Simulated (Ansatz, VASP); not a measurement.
# Ag in VASP and in Ansatz

File INCAR:

```
SYSTEM = Ag
PREC = Accurate ; ENCUT = 600
EDIFF = 1E-6 ; ISMEAR = 0
SIGMA = 0.1 ; LREAL = .FALSE.
LASPH = .TRUE. ; NELM = 80
ALGO = Normal ; ISIF = 3
LWAVE = .FALSE. ; LCHARG = .FALSE.
GGA = PS ; IBRION = 2
NSW = 80 ; EDIFFG = -0.05
```

KPOINTS

```
regular mesh
0
G
  10 10 10
  0 0 0
```

File POSCAR:

```
Ag
1.0
   -1.5400500338      1.5400500338      1.4493745225
    1.5400500338     -1.5400500338      1.4493745225
    1.5400500338      1.5400500338     -1.4493745225
Ag
1
Direct
    0.0000000000      0.0000000000      0.0000000000
```

Input for Ansatz:

```yaml
crystal:
  lattice:
    - [-1.5400500338, 1.5400500338, 1.4493745225]
    - [1.5400500338, -1.5400500338, 1.4493745225]
    - [1.5400500338, 1.5400500338, -1.4493745225]
  atoms:
    - { symbol: Ag, position: [0.0, 0.0, 0.0] }
basis:
  ecutwfc: 420
kpoints:
  mp_grid: { grid: [10, 10, 10] }
hamiltonian:
  xc: pbesol
scf:
  occupations: { method: gaussian, width: 0.1 }
output:
  forces: true
  stress: true
  eigenvalues: true
relax:
  adjacent_minimum: "off"
  f_tol: 0.05
  max_steps: 60
  cell: { stress_tol: 0.5 }
```

Alike in both runs: task relaxation of cell and atoms; functional PBEsol; k mesh 10 × 10 × 10; occupations gaussian, width 0.1 eV; no spin polarisation.

|  | VASP | Ansatz |
| --- | --- | --- |
| version | VASP 6.6.1 | Ansatz 0.2.0 |
| potentials or method | VASP PAW PBE potentials, release 64 (Ag) | scalar-relativistic, plane waves, PAW |
| plane-wave cutoff (eV) | 600 | 420 |
| valence electrons in the cell | 11 | 19 |

```tsv
	VASP	Ansatz	Ansatz less VASP
gap on the k mesh at the Fermi level, each at its own relaxed structure (eV)	none	none	-
relaxed volume (Å³/atom)	16.76	16.83	+0.067
relaxed cell length with the largest relative difference (Å)	2.801	2.804	+0.0025
energy change over the relaxation (meV/atom)	-305	-313	-8.1
```

A gap of «none» marks a metal or a gap that the smearing closes. The two sets of potentials don't hold the same shells in valence.

Caveats: the volume moved by over 15 % at a fixed basis, so the end points are rough (VASP); the PAW data sets were made with another functional, which shifts forces and pressure a little (VASP).
